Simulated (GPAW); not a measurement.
Runs of GPAW 26.7.0 on Si. The structure is hexagonal, space group P6/mmm (No. 191). Conventional cell: a = 4.121 Å, b = 4.121 Å, c = 2.655 Å, α = 90.00°, β = 90.00°, γ = 120.00°. Si (site symmetry -6m2) is surrounded by 5 Si at 2.38 to 2.65 Å. The cell was built by a generator and needn't be a form met in nature.

```csv
task,level,potentials or basis,cell,eigensolver,optimizer,fmax,max steps,convergence,gap on the mesh (eV),pressure (GPa),relaxed volume (Å³/atom)
relaxation of cell and atoms,BLYP,"PAW data sets generated in the run's folder for this functional, pw",relaxed,davidson,LBFGS,0.02 eV/Å,40,density=1e-05 forces=0.0001,none,0.0,(b)
relaxation of cell and atoms,revPBE,"the program's PAW data sets (release 1.2.1) made for this functional, pw",relaxed,-,BFGS,0.02 eV/Å,100,density=1e-05 forces=0.0001,none,0.1,19.82
band structure,revPBE,"the program's PAW data sets (release 1.2.1) made for this functional, pw",as given,-,-,-,-,-,-,1.3,-
relaxation of cell and atoms,RPBE,"the program's PAW data sets (release 1.2.1) made for this functional, pw",relaxed,-,BFGS,0.01 eV/Å,100,density=1e-05 forces=0.0001,none,0.0,(a)
band structure,BLYP,"PAW data sets generated in the run's folder for this functional, pw",as given,davidson,-,-,-,-,-,4.2,-
```

Alike in all rows: no spin polarisation; k mesh 8 × 8 × 10; cutoff (eV) 600; smearing fermi-dirac 0.05 eV.

Question: Estimate the missing entries.

Answer: (a) 19.92; (b) 20.68.

Caveats: later steps reuse the first step's grids (some runs).

A gap of «none» marks a metal or a gap under the smearing width.
